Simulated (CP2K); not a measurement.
Crystal: CdS (Greenockite).

```
Cd S
1.0
     4.15000    0.00000    0.00000
    -2.07500    3.59401    0.00000
     0.00000    0.00000    6.73700
Cd S
2 2
Direct
  0.66667 0.33333 0.50000
  0.33333 0.66667 0.00000
  0.66667 0.33333 0.87500
  0.33333 0.66667 0.37500
```

Base run:

```yaml
Program: CP2K 2026.2
Functional: PBE
Potentials_or_basis: GTH_POTENTIALS Cd GTH-PBE-q12, S GTH-PBE-q6; DZVP-MOLOPT-SR-GTH basis
Density_cutoff: 6123 eV
k_mesh: 7 × 7 × 4
Occupations: fermi-dirac, width 0.05 eV
Spin: no spin polarisation
```

Its results: band gap on the k mesh 1.16 eV, direct; pressure 3.3 GPa; largest force 0.071 eV/Å.

**Question.** The run is repeated on the same cell with these changes: functional from PBE to PBEsol. What comes out?

**Answer.** Band gap on the k mesh 1.00 eV, direct; pressure 0.6 GPa; largest force 0.069 eV/Å.

PBEsol binds more tightly than PBE, so the same cell stands under less pressure.

Caveats: the basis of atomic orbitals isn't converged, which shifts pressures, moduli and gaps; the potentials were made for another functional, which shifts forces and pressure (some runs).
